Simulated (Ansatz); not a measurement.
Collinear states of CuO

All numbers below come from DFT PBE+U, scalar-relativistic, plane waves, PAW (Ansatz).

```
CELL_PARAMETERS angstrom
1.99097 -2.15355 0.00000
1.99097 2.15355 0.00000
0.00000 0.00000 5.15593
ATOMIC_POSITIONS crystal
Cu 0.00000 0.50000 0.00000
Cu 0.50000 0.00000 0.50000
O 0.50000 0.50000 0.25000
O 0.50000 0.50000 0.75000
```

```
plane-wave cutoff                                : 420 eV
Γ-centred k-mesh                                 : 14×14×8
occupation rule                                  : Gaussian smearing, 0.1 eV
U_eff on Löwdin-orthogonalised atomic d orbitals : Cu 4 eV
list of starting moments (μB, in atom order)     : 1 1 0 0
check for lower electronic states after the SCF  : on
```

Each order was relaxed in cell and atoms. Site moments are spin moments in atom-centred spheres that scale with the neighbour distance. The states are those that the runs reached from these starts; a lower one can exist. No antiferromagnetic start is among these.

Problem. Starts tried: no spin; ferromagnetic. Which state comes out lowest, and what are the moments?

Solution. Of the states reached here, with no antiferromagnetic start among them, the lowest is ferromagnetic, reached from the start “ferromagnetic”, with site moments (μB) Cu +0.58 (×2), O +0.33 (×2).

```csv
start,ends,energy above lowest (meV/atom),site moments (μB),gap on mesh (eV),volume (Å³/atom)
no spin,non-magnetic,30.6,none over 0.05,metal,11.36
ferromagnetic,ferromagnetic,0.00,"Cu +0.58 (×2), O +0.33 (×2)",metal,11.34
```

This form isn't the usual stable structure of the compound.

Cost: 2 runs of about 15 core-minutes in all, on Arm Neoverse V1 (shared hosts).